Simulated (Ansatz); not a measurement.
# C: a one-atom displacement scan

This session takes C and sets out to map the energy as atom 1 (C) is pushed off its site.

Method: DFT LDA, scalar-relativistic, plane waves, PAW, in Ansatz 0.2.0.

3 further runs of the same task are left out: 3 set aside as unsound or not needed.

### Step 1. Starting point

The structure is orthorhombic, space group Fmmm (No. 69). Conventional cell: a = 2.446 Å, b = 4.233 Å, c = 6.719 Å, α = 90.00°, β = 90.00°, γ = 90.00°. C (site symmetry m2m) is surrounded by 3 C at 1.41 Å.

Coordinates:

```cif
data_structure
_symmetry_space_group_name_H-M 'Fmmm'
_symmetry_Int_Tables_number 69
_cell_length_a 2.4456
_cell_length_b 4.2333
_cell_length_c 6.7195
_cell_angle_alpha 90.000
_cell_angle_beta 90.000
_cell_angle_gamma 90.000
_cell_volume 69.57
loop_
_atom_site_label
_atom_site_type_symbol
_atom_site_symmetry_multiplicity
_atom_site_Wyckoff_symbol
_atom_site_fract_x
_atom_site_fract_y
_atom_site_fract_z
_atom_site_occupancy
C1 C 8 h 0.50000 0.66671 0.00000 1
```

It is built from the cell relaxed beforehand with the same method (8.70 Å³/atom).

### Step 2. Zero of energy

The cell is repeated 4 times, 8 atoms in all. The reference gives a free energy of -1943.8548 eV, pressure 0.01 GPa, largest force 0.009 eV/Å and gap on the mesh none (metal). It was computed beforehand with the settings of the runs below.

### Step 3. Next: a one-atom displacement scan

Atom 1 (C) is moved by x along the Cartesian unit vector (-0.500, 0.866, 0.000); the cell and all other atoms stay fixed. Forces below are components along that vector, summed over the moved atoms. In a periodic cell its images move with it.

### Step 4. x = -0.300 Å

File input.yaml:

```yaml
crystal:
  lattice:
    - [0.0, -4.2333014983, 0.0]
    - [-2.4455693354, -2.1166507492, -3.3597492418]
    - [2.4455693354, -2.1166507492, -3.3597492418]
  atoms:
    - { symbol: C, position: [0.8946565363, 0.4693184491, 0.5306815509] }
    - { symbol: C, position: [0.8332934344, 0.0, 0.0] }
    - { symbol: C, position: [0.3332934344, 0.75, 0.25] }
    - { symbol: C, position: [0.3332934344, 0.25, 0.75] }
    - { symbol: C, position: [0.1667065656, 0.5, 0.5] }
    - { symbol: C, position: [0.1667065656, 0.0, 0.0] }
    - { symbol: C, position: [0.6667065656, 0.75, 0.25] }
    - { symbol: C, position: [0.6667065656, 0.25, 0.75] }
basis:
  ecutwfc: 420
kpoints:
  mp_grid: { grid: [10, 10, 10] }
hamiltonian:
  xc: lda
scf:
  occupations: { method: gaussian, width: 0.03 }
output:
  forces: true
  stress: true
  eigenvalues: true
```

Launch:

```sh
$ ansatz run input.yaml --threads 1 --pin off --max-ram 2560MiB --backend cpu --events-out ev --progress --plain --runs-dir out
```

### Step 5. x = 0.200 Å

Edit input.yaml of step 4 so:

```diff
@@ -6,3 +6,3 @@
   atoms:
-    - { symbol: C, position: [0.8946565363, 0.4693184491, 0.5306815509] }
+    - { symbol: C, position: [0.7923846998, 0.5204543673, 0.4795456327] }
     - { symbol: C, position: [0.8332934344, 0.0, 0.0] }
```

### Step 6. x = -0.100 Å

Edit input.yaml of step 5 so:

```diff
@@ -6,3 +6,3 @@
   atoms:
-    - { symbol: C, position: [0.7923846998, 0.5204543673, 0.4795456327] }
+    - { symbol: C, position: [0.8537478017, 0.4897728164, 0.5102271836] }
     - { symbol: C, position: [0.8332934344, 0.0, 0.0] }
```

### Step 7. x = 0.300 Å

Edit input.yaml of step 6 so:

```diff
@@ -6,3 +6,3 @@
   atoms:
-    - { symbol: C, position: [0.8537478017, 0.4897728164, 0.5102271836] }
+    - { symbol: C, position: [0.7719303325, 0.5306815509, 0.4693184491] }
     - { symbol: C, position: [0.8332934344, 0.0, 0.0] }
```

### Step 8. At x = -0.200 Å

Edit input.yaml of step 7 so:

```diff
@@ -6,3 +6,3 @@
   atoms:
-    - { symbol: C, position: [0.7719303325, 0.5306815509, 0.4693184491] }
+    - { symbol: C, position: [0.874202169, 0.4795456327, 0.5204543673] }
     - { symbol: C, position: [0.8332934344, 0.0, 0.0] }
```

### Step 9. At x = 0.100 Å

Edit input.yaml of step 8 so:

```diff
@@ -6,3 +6,3 @@
   atoms:
-    - { symbol: C, position: [0.874202169, 0.4795456327, 0.5204543673] }
+    - { symbol: C, position: [0.8128390671, 0.5102271836, 0.4897728164] }
     - { symbol: C, position: [0.8332934344, 0.0, 0.0] }
```

(Steps that only read results are left out.)

What does the calculation give?

The runs gave:

```
                             quantity        value
force constant along x, over ±0.100 Å  65.26 eV/Å²
```

In words: Near the site the force constant is 65.26 eV/Å²; for the mass of C against a rigid frame that is a vibration of about 1216 cm⁻¹. The undisturbed cell stays the lowest of the sampled points. A gap opens on the mesh, up to 0.40 eV. Where forces pass 15 eV/Å atoms stand far too close, the PAW spheres overlap strongly and those numbers are rough.
